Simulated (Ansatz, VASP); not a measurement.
**Zr: VASP beside Ansatz**

The input INCAR:

```
PREC     = Accurate       # precision mode
ENCUT    = 600            # plane-wave cutoff, eV
EDIFF    = 1E-7           # SCF threshold, eV
ISMEAR   = 0              # smearing method
SIGMA    = 0.1            # smearing width, eV
LREAL    = F              # projectors in reciprocal space
LASPH    = T              # aspherical terms in the spheres
NELM     = 100            # most SCF steps
ALGO     = Normal         # electronic algorithm
ISIF     = 3              # what is computed and relaxed
LWAVE    = F              # write WAVECAR
LCHARG   = F              # write CHGCAR
GGA      = PS             # functional
IBRION   = 2              # ionic algorithm
NSW      = 90             # ionic steps
EDIFFG   = -0.04          # ionic threshold
```

The input KPOINTS:

```
regular mesh
0
Gamma
  6 6 6
```

POSCAR

```
Zr
1.0
    0.0000000000      2.2646202716      2.2646202716
    2.2646202716      0.0000000000      2.2646202716
    2.2646202716      2.2646202716      0.0000000000
Zr
1
Direct
    0.0000000000      0.0000000000      0.0000000000
```

Input for Ansatz:

```yaml
crystal:
  lattice:
    - [0.0, 2.2646202716, 2.2646202716]
    - [2.2646202716, 0.0, 2.2646202716]
    - [2.2646202716, 2.2646202716, 0.0]
  atoms:
    - { symbol: Zr, position: [0.0, 0.0, 0.0] }
basis:
  ecutwfc: 420
kpoints:
  mp_grid: { grid: [6, 6, 6] }
hamiltonian:
  xc: pbesol
scf:
  occupations: { method: gaussian, width: 0.1 }
  lower_state_search: "off"
output:
  forces: true
  stress: true
  eigenvalues: true
relax:
  adjacent_minimum: "off"
  f_tol: 0.04
  max_steps: 70
  cell: { stress_tol: 0.4 }
```

Alike in both runs: task relaxation of cell and atoms; functional PBEsol; k mesh 6 × 6 × 6; occupations gaussian, width 0.1 eV; no spin polarisation.

|  | VASP | Ansatz |
| --- | --- | --- |
| version | VASP 6.6.1 | Ansatz 0.2.0 |
| potentials or method | VASP PAW PBE potentials, release 64 (Zr_sv) | scalar-relativistic, plane waves, PAW |
| plane-wave cutoff (eV) | 600 | 420 |
| valence electrons in the cell | 12 | 12 |

```tsv
	VASP	Ansatz	Ansatz less VASP
gap on the k mesh at the Fermi level, each at its own relaxed structure (eV)	none	none	-
relaxed volume (Å³/atom)	22.14	22.16	+0.015
relaxed cell length with the largest relative difference (Å)	3.152	3.153	+0.0007
energy change over the relaxation (meV/atom)	-14	-14	-0.5
```

A gap of «none» marks a metal or a gap that the smearing closes.

Caveats: the k mesh is coarse (spacing up to 0.40 Å⁻¹), so the values aren't converged; the PAW data sets were made with another functional, which shifts forces and pressure a little (VASP).
